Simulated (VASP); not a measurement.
# CdTe (F-43m) in VASP: further runs, part 2 of 2

VASP 6.6.1.

## Step 4: Single point, PBE+D3(BJ)

This run uses another cell than the first one, of 34.64 Å³/atom, 1.052 times its volume.

The input, INCAR:

```
PREC = Accurate ; ENCUT = 500
EDIFF = 1E-6 ; ISMEAR = 0
SIGMA = 0.01 ; LREAL = F
LASPH = T ; NELM = 120
ALGO = Normal ; ISIF = 2
LWAVE = F ; LCHARG = F
GGA = PE ; IVDW = 12
NBANDS = 16 ; GGA_COMPAT = F
```

The input, KPOINTS:

```
regular mesh
0
Gamma
  5 5 5
```

The input, POSCAR:

```
CdTe
1.0
    4.6101386947      0.0000000000      0.0000000000
    2.3050693473      3.9924972245      0.0000000000
    2.3050693473      1.3308324082      3.7641624818
Cd Te
1 1
Direct
    0.0000000000      0.0000000000      0.0000000000
    0.2500000000      0.2500000000      0.2500000000
```

Potentials or basis: VASP PAW PBE potentials, release 64 (Cd, Te).

Started as:

```console
$ cat potpaw_PBE.64/Cd/POTCAR potpaw_PBE.64/Te/POTCAR > POTCAR
$ mpirun -np 1 vasp_std > vasp.out
```

OUTCAR:

```text
PREC = Accurate
   ENCUT = 500
   EDIFF = 1E-6
   ISMEAR = 0
   LREAL = F
   LASPH = T
   NELM = 120
   ISIF = 2
   GGA = PE
   IVDW = 12
 IVDW          = 12

 ion  position               nearest neighbor table
   1  0.000  0.000  0.000-   2 2.82   2 2.82   2 2.82   2 2.82
   2  0.250  0.250  0.250-   1 2.82   1 2.82   1 2.82   1 2.82

  LATTYP: Found a face centered cubic cell.
 ALAT       =     6.5197206663

  Lattice vectors:

 A1 = (   4.6101386947,   0.0000000000,   0.0000000000)
 A2 = (   2.3050693473,   3.9924972245,   0.0000000000)
 A3 = (   2.3050693473,   1.3308324082,   3.7641624818)

Analysis of symmetry for initial positions (statically):
=====================================================================
 Subroutine PRICEL returns:
 Original cell was already a primitive cell.

 Routine SETGRP: Setting up the symmetry group for a
 face centered cubic supercell.

 Subroutine GETGRP returns: Found 24 space group operations
 (whereof 24 operations were pure point group operations)
 out of a pool of 48 trial point group operations.

The static configuration has the point symmetry T_d .
[... 144 lines left out ...]

  energy without entropy =       -4.77551323  energy(sigma->0) =       -4.77551323

 E-fermi :   2.2506     XC(G=0):  -8.5010

 val. band max:        2.1950231675   @ k =   0.0000   0.0000   0.0000
 cond. band min:       2.9074801319   @ k =   0.0000   0.0000   0.0000
 fundamental gap:      0.7124569643
 Fermi energy:         2.2506213583

 k-point     1 :       0.0000    0.0000    0.0000
  band No.  band energies     occupation
      1      -8.8756      2.00000
      2      -6.0420      2.00000
      3      -6.0420      2.00000
      4      -6.0420      2.00000
      5      -5.7954      2.00000
      6      -5.7954      2.00000
[... 167 lines left out ...]
      3      -5.9282      2.00000
      4      -5.8289      2.00000
      5      -5.7875      2.00000
      6      -5.3302      2.00000
[... 8 lines left out ...]
     15      12.2312      0.00000
     16      14.1773      0.00000

------------------------ aborting loop because EDIFF is reached ----------------------------------------

 Edisp (eV)   -0.66959

 E8    (eV) :    -0.3004

  FORCE on cell =-STRESS in cart. coord.  units (eV):
  Direction    XX          YY          ZZ          XY          YZ          ZX
  --------------------------------------------------------------------------------------
  -------------------------------------------------------------------------------------
  Total       0.05538     0.05538     0.05538    -0.00000     0.00000    -0.00000
  in kB       1.28066     1.28066     1.28066    -0.00000     0.00000    -0.00000
  external pressure =        1.28 kB  Pullay stress =        0.00 kB

 VOLUME and BASIS-vectors are now :
 -----------------------------------------------------------------------------
  energy-cutoff  :      500.00
  volume of cell :       69.28
      direct lattice vectors                 reciprocal lattice vectors
     4.610138695  0.000000000  0.000000000     0.216913214 -0.125234902 -0.088554449
     2.305069347  3.992497225  0.000000000     0.000000000  0.250469805 -0.088554449
     2.305069347  1.330832408  3.764162482     0.000000000  0.000000000  0.265663346

 POSITION                                       TOTAL-FORCE (eV/Angst)
 -----------------------------------------------------------------------------------
      0.00000      0.00000      0.00000        -0.000000     -0.000000     -0.000000
      2.30507      1.33083      0.94104         0.000000      0.000000      0.000000
 -----------------------------------------------------------------------------------
    total drift:                                0.000000      0.000000      0.000000

  FREE ENERGIE OF THE ION-ELECTRON SYSTEM (eV)
  ---------------------------------------------------
  free  energy   TOTEN  =        -5.4451024255 eV

  energy  without entropy=       -5.4451024255  energy(sigma->0) =       -5.44510243
```

stdout:

```text
POSCAR found type information on POSCAR CdTe
 POSCAR found :  2 types and       2 ions
 scaLAPACK will be used
 LDA part: xc-table for (Slater+PW92), standard interpolation
 POSCAR, INCAR and KPOINTS ok, starting setup
 FFT: planning ... GRIDC
 FFT: planning ... GRID_SOFT
 FFT: planning ... GRID
 WAVECAR not read
 entering main loop
```

It took 17 s on 1 thread of Intel Xeon 6975P-C, shared host; peak memory 0.21 GiB.

Results:

| Quantity | Value |
| --- | --- |
| Free energy | -5.4451 eV |
| Pressure | 0.1 GPa |
| Band gap on the k mesh | 0.71 eV, direct |
| Dispersion energy per atom | -0.335 eV |

Levels at points of the mesh, in eV from the valence-band top:
| k point | band 5 | band 6 | band 7 | band 8 | band 9 | band 10 | band 11 | band 12 | band 13 | band 14 |
| --- | --- | --- | --- | --- | --- | --- | --- | --- | --- | --- |
| (0.00, 0.00, 0.00) | -7.99 | -7.99 | 0.00 | 0.00 | 0.00 | 0.71 | 4.61 | 4.61 | 4.61 | 7.44 |

Caveat: spin-orbit coupling is left out, which moves the levels of the heavy elements.

## Step 5: Relaxation of cell and atoms, PBE+D3(BJ)

The input, INCAR:

```
PREC = Accurate
ENCUT = 500
EDIFF = 1E-7
ISMEAR = 0
SIGMA = 0.01
LREAL = False
LASPH = True
NELM = 120
ALGO = Normal
ISIF = 3
LWAVE = False
LCHARG = False
GGA = PE
IVDW = 12
IBRION = 2
NSW = 80
EDIFFG = -0.03
GGA_COMPAT = False
NELMIN = 4
```

The input, KPOINTS:

```
Automatic mesh
0
Gamma
  5 5 5
```

The input, POSCAR:

```
CdTe
1.0
    4.5325540000      0.0000000000      0.0000000000
    2.2662770000      3.9253069080      0.0000000000
    2.2662770000      1.3084356360      3.7008148439
Cd Te
1 1
Direct
    0.0000000000      0.0000000000      0.0000000000
    0.2500000000      0.2500000000      0.2500000000
```

Started as:

```console
$ cat potpaw_PBE.64/Cd/POTCAR potpaw_PBE.64/Te/POTCAR > POTCAR
$ mpirun -np 1 vasp_std > vasp.out
```

It took 38 s on 1 thread of Intel Xeon 6975P-C, shared host; peak memory 0.22 GiB.

Results (log left out):

```yaml
Free_energy: -5.4449 eV
Relaxed_volume: 34.73 Å³/atom
Relaxed_cell: a = 4.614 Å, b = 4.614 Å, c = 4.614 Å, α = 60.00°, β = 60.00°, γ = 60.00°
Space_group_after_relaxing_to_0.05_Å: F-43m (No. 216)
Energy_gained_by_relaxing: 13.2 meV/atom
Ionic_steps: 3
Pressure_after_relaxing: 0.0 GPa
Band_gap_on_the_k_mesh: 0.70 eV, direct
Dispersion_energy_per_atom: -0.334 eV
```

Step by step:
```
step  energy change (eV)  largest force (eV/Å)  pressure (GPa)  volume (Å³)
   1              0.0000                0.0000            2.45        65.84
   2             -0.0235                0.0000           -0.71        70.76
   3             -0.0264                0.0000            0.01        69.46
```

Final structure:
```
Cd Te
1.0
     4.61413    0.00000    0.00000
     2.30706    3.99595    0.00000
     2.30706    1.33198    3.76742
Cd Te
1 1
Direct
  0.00000 0.00000 0.00000
  0.25000 0.25000 0.25000
```

Levels at points of the mesh, in eV from the valence-band top:
| k point | band 5 | band 6 | band 7 | band 8 | band 9 | band 10 | band 11 | band 12 | band 13 |
| --- | --- | --- | --- | --- | --- | --- | --- | --- | --- |
| (0.00, 0.00, 0.00) | -7.98 | -7.98 | 0.00 | 0.00 | 0.00 | 0.70 | 4.61 | 4.61 | 4.61 |

Caveat: spin-orbit coupling is left out, which moves the levels of the heavy elements. Expect the measured gap to be larger: semilocal functionals such as PBE lack the derivative discontinuity.

## Step 6: The runs side by side

```csv
task,level,potentials or basis,cell,gap on the mesh (eV),pressure (GPa)
single point,LDA,"VASP PAW LDA potentials, release 64 (Cd, Te)","a = 4.533 Å, angles 60.0°, 2 atoms",0.65,0.3
single point,revPBE+D3(BJ),"VASP PAW PBE potentials, release 64 (Cd, Te)","a = 4.590 Å, angles 60.0°, 2 atoms",0.86,0.1
single point,PBE+D3(BJ),"VASP PAW PBE potentials, release 64 (Cd, Te)","a = 4.610 Å, angles 60.0°, 2 atoms",0.71,0.1
relaxation of cell and atoms,PBE+D3(BJ),"VASP PAW PBE potentials, release 64 (Cd, Te)","relaxed from a = 4.533 Å, angles 60.0°, 2 atoms",0.70,0.0
```

Alike in all rows: no spin polarisation; k mesh 5 × 5 × 5; cutoff (eV) 500; smearing gaussian 0.01 eV.

Caveats: spin-orbit coupling is left out, which moves the levels of the heavy elements; the PAW data sets were made with another functional, which shifts forces and pressure a little (some runs).

Total energies depend on the potentials used, so only differences within one code and one set of settings carry meaning.

## Step 7: How close it comes

Step 2. A measured gap of CdTe is 1.607 eV (0 K; a printed reference work, data compilation); the calculated 0.65 eV misses it by -0.96 eV. Spin-orbit coupling on Cd, Te is left out. The value is that of LDA, without temperature or zero-point motion. Semilocal functionals fall short of measured gaps as a rule.

Step 3. Measured gap of CdTe: 1.607 eV (0 K; a printed reference work, data compilation). This calculation gives 0.86 eV (-0.74 eV). Spin-orbit coupling on Cd, Te is left out. The value is that of revPBE+D3(BJ), without temperature or zero-point motion. Semilocal functionals fall short of measured gaps as a rule.

Step 4. A measured gap of CdTe is 1.607 eV (0 K; a printed reference work, data compilation); the calculated 0.71 eV misses it by -0.89 eV. Spin-orbit coupling on Cd, Te is left out. The value is that of PBE+D3(BJ), without temperature or zero-point motion. Semilocal functionals fall short of measured gaps as a rule.
